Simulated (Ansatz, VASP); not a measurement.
**One calculation of GaP, two programs**

```
Ga P
1.0
     0.00000    2.72581    2.72581
     2.72581    0.00000    2.72581
     2.72581    2.72581    0.00000
Ga P
1 1
Direct
  0.00000 0.00000 0.00000
  0.75000 0.75000 0.75000
```

The cell is a database's computed one.

Alike in both runs: task relaxation of cell and atoms; functional PBE; k mesh 8 × 8 × 8; occupations gaussian, width 0.02 eV; no spin polarisation.

|  | VASP | Ansatz |
| --- | --- | --- |
| version | VASP 6.6.1 | Ansatz 0.2.0 |
| potentials or method | VASP PAW PBE potentials, release 64 (Ga_d, P) | scalar-relativistic, plane waves, PAW |
| plane-wave cutoff (eV) | 600 | 420 |
| valence electrons in the cell | 18 | 18 |

|  | VASP | Ansatz | Ansatz less VASP |
| --- | --- | --- | --- |
| gap on the k mesh at the Fermi level, each at its own relaxed structure (eV) | 1.58 | 1.58 | +0.004 |
| relaxed volume (Å³/atom) | 20.86 | 20.86 | -0.002 |
| relaxed cell length with the largest relative difference (Å) | 3.893 | 3.893 | -0.0001 |
| energy change over the relaxation (meV/atom) | -4 | -5 | -0.1 |

A k mesh can miss the band edges. Expect the measured gap to be larger: semilocal functionals such as PBE lack the derivative discontinuity.
